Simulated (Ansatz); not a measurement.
**Zr: pressure up to the limit of the methods**

The task here is to estimate one member of a computed series from the others.

Computed with Ansatz 0.2.0 (DFT, PBE, PAW with Ansatz's default frozen-core files, scalar-relativistic, unless a step's input says otherwise).

1 further run of the same task is left out (it didn't finish).

## The system as given

It takes space group P6/mmm (No. 191, hexagonal). The conventional cell has a = 5.076 Å, b = 5.076 Å, c = 3.147 Å, α = 90.00°, β = 90.00°, γ = 120.00°. Zr (site symmetry 6/mmm) is surrounded by 14 Zr at 3.15 to 3.33 Å. Zr (site symmetry -6m2) has 11 Zr at 2.93 to 3.33 Å as nearest neighbours.

As a file:

```
CELL_PARAMETERS angstrom
5.07556 0.00000 0.00000
-2.53778 4.39556 0.00000
0.00000 0.00000 3.14685
ATOMIC_POSITIONS crystal
Zr 0.00000 0.00000 0.00000
Zr 0.33333 0.66667 0.50000
Zr 0.66667 0.33333 0.50000
```

Whether this phase is the stable one at these pressures isn't tested.

Atoms are numbered in the order of the input: Zr1, Zr2, Zr3.

The first run:

The input, input.yaml:

```yaml
crystal:
  lattice:
    - [5.07556004, 0.0, 0.0]
    - [-2.53778002, 4.395563933, 0.0]
    - [0.0, 0.0, 3.1468472248]
  atoms:
    - { symbol: Zr, position: [0.0, 0.0, 0.0] }
    - { symbol: Zr, position: [0.3333333333, 0.6666666667, 0.5] }
    - { symbol: Zr, position: [0.6666666667, 0.3333333333, 0.5] }
kpoints:
  mp_grid: { grid: [8, 8, 11] }
scf:
  occupations: { method: fermi_dirac, width: 0.1 }
hamiltonian:
  xc: pbe
  pseudopotentials: { kind: paw }
output:
  forces: true
  stress: true
  write_density: true
  write_potential: true
  elf: true
  volumetric_format: npy
relax:
  f_tol: 0.005
  max_steps: 40
  cell: {}
```

The run is started by

```
> ansatz run input.yaml --threads 1 --pin off --max-ram 3072MiB --backend cpu --events-out ev --progress --plain --runs-dir out
```

Steps of the session up to this table: Cell relaxed at zero pressure, PAW; More of the same log: cell relaxed at zero pressure; Volume scaled by 1, PAW; Shape and atoms relaxed at 0.88 of the volume, PAW; Volume scaled by 0.88, PAW; Shape and atoms relaxed at 0.58 of the volume, PAW; Volume scaled by 0.58, PAW; Shape and atoms relaxed at 0.5 of the volume, PAW; Volume scaled by 0.5, PAW; Shape and atoms relaxed at 0.43 of the volume, PAW; Volume scaled by 0.43, PAW; Volume scaled by 0.43, PAW (cutoff 1000 eV).

One of the session's tables, all rows but one given; the rest of the session is left out.

```
              method  volume over the first  volume (Å³/atom)  pressure (GPa)
                 PAW                      1            23.128            0.00
                 PAW                   0.88            20.353           15.16
                 PAW                   0.58            13.414          122.23
                 PAW                    0.5            11.564          197.63
                 PAW                   0.43             9.945          321.88
PAW (cutoff 1000 eV)                   0.43                 ?               ?
```

Estimate the missing values for PAW (cutoff 1000 eV), 0.43.

The run gave: volume (Å³/atom): 9.945; pressure (GPa): 321.75.

To keep in mind: Warnings in the runs' records: bands taken in.
